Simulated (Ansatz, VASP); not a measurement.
# MgI2: VASP beside Ansatz

Contents of INCAR:

```
ALGO = Normal ; EDIFF = 1E-8
ENCUT = 520 ; GGA = PS
ISIF = 2 ; ISMEAR = -1
LASPH = T ; LCHARG = F
LEFG = T ; LREAL = F
LWAVE = F ; NBANDS = 15
NELM = 80 ; PREC = Accurate
SIGMA = 0.03
```

KPOINTS

```
k-points
0
Gamma
  7 7 4
```

Contents of POSCAR:

```
MgI2
1.0
    4.1537001214      0.0000000000      0.0000000000
   -2.0768500607      3.5972098248      0.0000000000
    0.0000000000      0.0000000000      6.8620000000
Mg I
1 2
Direct
    0.0000000000      0.0000000000      0.0000000000
    0.3333333333      0.6666666667      0.7576300000
    0.6666666667      0.3333333333      0.2423700000
```

Input for Ansatz:

```yaml
crystal:
  lattice:
    - [4.1537001214, 0.0, 0.0]
    - [-2.0768500607, 3.5972098248, 0.0]
    - [0.0, 0.0, 6.862]
  atoms:
    - { symbol: Mg, position: [0.0, 0.0, 0.0] }
    - { symbol: I, position: [0.3333333333, 0.6666666667, 0.75763] }
    - { symbol: I, position: [0.6666666667, 0.3333333333, 0.24237] }
kpoints:
  mp_grid: { grid: [7, 7, 4] }
  band_path:
    path:
      - [0.0, 0.0, 0.0]
      - [0.5, 0.0, 0.0]
      - [0.3333333333, 0.3333333333, 0.0]
      - [0.0, 0.0, 0.0]
      - [0.0, 0.0, 0.5]
      - [0.5, 0.0, 0.5]
      - [0.3333333333, 0.3333333333, 0.5]
      - [0.0, 0.0, 0.5]
      - [0.5, 0.0, 0.5]
    npoints: 14
scf:
  occupations: { method: fermi_dirac, width: 0.03 }
hamiltonian:
  xc: pbesol
  pseudopotentials: { kind: paw }
output:
  forces: true
  stress: true
  eigenvalues: true
  efg: { contact_densities: true }
  populations: true
  bader: true
  dos: { projected: true, de: 0.2, e_range: [-14, 8] }
  write_density: true
  write_potential: true
  elf: true
  volumetric_format: npy
```

Alike in both runs: task electric field gradients; functional PBEsol; k mesh 7 × 7 × 4; occupations fermi-dirac, width 0.03 eV; no spin polarisation.

|  | VASP | Ansatz |
| --- | --- | --- |
| version | VASP 6.6.1 | Ansatz 0.2.0 |
| potentials or method | VASP PAW PBE potentials, release 64 (Mg, I) | PAW with Ansatz's default frozen-core files, scalar-relativistic |
| plane-wave cutoff (eV) | 520 | 420 |
| valence electrons in the cell | 16 | 44 |

|  | VASP | Ansatz | Ansatz less VASP |
| --- | --- | --- | --- |
| gap on the k mesh at the Fermi level (eV) | 3.46 | 3.48 | +0.014 |
| pressure (GPa) | -0.2 | -0.2 | +0.02 |
| largest component of the traceless stress (GPa) | 0.27 | 0.26 | -0.006 |
| rms of the force components (eV/Å) | 0.018 | 0.016 | -0.0021 |
| Vzz of the field gradient on the site that differs most (V/Å²) | -49.0 | -50.4 | -1.41 |

Atom by atom the forces differ by 0.002 eV/Å (rms over components). With one functional, cell and mesh, what is left measures potentials, basis and numerics. The two sets of potentials don't hold the same shells in valence. Ansatz warned: «gradients_without_spin_orbit».

Caveats: the PAW data sets were made with another functional, which shifts forces and pressure a little (VASP); spin-orbit coupling is left out, which moves the levels of the heavy elements; an odd mesh through Γ misses points on the zone boundary, where band edges often lie; this functional lacks dispersion, which binds the layers, so the pressure and a relaxed spacing across them are unreliable.
